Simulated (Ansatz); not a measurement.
Predict the output of the script below (Ansatz's Python interface).

Script `run_bands.py`:
```python
# -*- coding: utf-8 -*-
"""Bands of PbS along a path through the zone."""

import ansatz
import numpy as np
from pymatgen.core import Lattice, Structure
from pymatgen.io.ase import AseAtomsAdaptor

FUNCTIONAL = "pbesol"
KGRID = (2, 4, 4)
EXTRA_BANDS = 8

pmg_structure = Structure(
    Lattice([(11.298277, 0.0, 0.0), (0.0, 3.004375, 3.006181), (0.0, -3.004375, 3.006181)]),
    ["Pb", "Pb", "S", "S"],
    [
        (0.624581, 0.256638, 0.756638),
        (0.375419, 0.756638, 0.256638),
        (0.613675, 0.764362, 0.264362),
        (0.386325, 0.264362, 0.764362),
    ],
)
pbs = ansatz.Crystal.from_ase(AseAtomsAdaptor.get_atoms(pmg_structure))

# vertices of the path, as fractions of the reciprocal vectors
path = [
    ("G", (0.0, 0.0, 0.0)),
    ("S", (0.0, 0.5, 0.0)),
    ("R", (0.5, 0.5, 0.0)),
    ("Z", (0.5, 0.0, 0.0)),
    ("T", (0.5, 0.5, 0.5)),
]
calculation = (
    pbs.calculation()
    .functional(FUNCTIONAL)
    .kpoints(*KGRID)
    .occupations(ansatz.OccupationsMethod.FIXED)
    .band_structure([point for _, point in path], intervals=4)
    .scf(extra_bands=EXTRA_BANDS)
)
def show(event):
    row = event["data"]
    if event["event"] == "scf_iter" and row.get("harris_foulkes_ev") is not None:
        print(f"  iteration {row['iter']:3d}  Harris-Foulkes {row['harris_foulkes_ev']:.5f} eV  residual {row['dr2_ev']:.2e}")


done = calculation.session().plan().execute(on_event=show)
r = done.report

print(f"free energy      {r['free_energy_ev']:.5f} eV")
print(f"per atom         {r['free_energy_ev'] / len(done.lattice.sites):.5f} eV")
print(f"SCF iterations   {r['n_iterations']}  (converged: {r['converged']})")

bands = done.band_structure()
fermi = bands.fermi_energy_ev
print(f"zero of the bands: {fermi:.3f} eV, the Fermi level found on the SCF mesh")
for spin, channel in enumerate(bands.channels):
    print("channel", spin, "- computed levels within 8 eV of the Fermi level")
    for i, (label, _) in enumerate(path):
        levels = channel.eigenvalues_ev[i * 4] - fermi
        print(f"  {label:3s}", " ".join(f"{e:7.3f}" for e in levels if abs(e) < 8))
```

```console
$ python run_bands.py
DeckWarning: basis.ecutwfc = 420 eV, auto-derived from the records' recommended cutoffs: set by Pb (normal level)
  iteration   1  Harris-Foulkes -25281.44620 eV  residual 4.64e-02
  iteration   2  Harris-Foulkes -25281.43541 eV  residual 4.84e-03
  iteration   3  Harris-Foulkes -25281.43460 eV  residual 9.18e-04
  iteration   4  Harris-Foulkes -25281.43453 eV  residual 7.34e-05
  iteration   5  Harris-Foulkes -25281.43447 eV  residual 7.89e-06
  iteration   6  Harris-Foulkes -25281.43448 eV  residual 2.84e-07
  iteration   7  Harris-Foulkes -25281.43448 eV  residual 6.79e-09
free energy      -25281.43448 eV
per atom         -6320.35862 eV
SCF iterations   7  (converged: True)
zero of the bands: 1.411 eV, the Fermi level found on the SCF mesh
channel 0 - computed levels within 8 eV of the Fermi level
  G    -6.827  -5.459  -2.894  -2.298  -2.296  -1.220  -1.219  -0.125   2.341   4.000   4.941   5.385   5.393   5.637   6.324   6.354
  S    -7.495  -7.495  -1.612  -1.612  -0.873  -0.873   0.000   0.000   2.020   2.020   3.089   3.089   3.630   3.630   6.155   6.155
  R    -7.495  -7.495  -1.610  -1.610  -0.873  -0.873  -0.000  -0.000   2.017   2.017   3.089   3.089   3.583   3.583   6.510   6.510
  Z    -6.827  -5.459  -2.890  -2.298  -2.296  -1.220  -1.219  -0.125   2.176   4.828   4.942   5.286   5.383   5.395   6.324   6.355
  T    -6.679  -6.671  -3.944  -3.934  -2.564  -2.562  -1.243  -1.238   4.235   4.244   5.273   5.276   5.773   5.780   6.377   6.380
```
(Warnings from the package without file and line.)

What to keep in mind:
- Total energies depend on the potentials; only differences at equal settings carry meaning.
- The cell holds layers, chains or clusters in vacuum, no bulk phase.
- Under fixed occupations the level called the Fermi level is the highest filled one on the SCF mesh; off the mesh a filled band can lie a little above it.
- Points of the mesh across the vacuum add cost only.
- Legs of the path along the vacuum direction only repeat the in-plane bands.
- The structure comes from a database of computed cells and needn't be a stable or known phase.
- Levels are Kohn-Sham eigenvalues on this mesh, without spin-orbit coupling.
- Timing: 8.1 s on 1 thread of AMD EPYC 7B13 (Zen 3) (shared host), peak memory 0.51 GiB.

(A comment or docstring line of the script was reworded after the run, the code is as it ran; lines on the test bed's own set-up are left out of the output.)
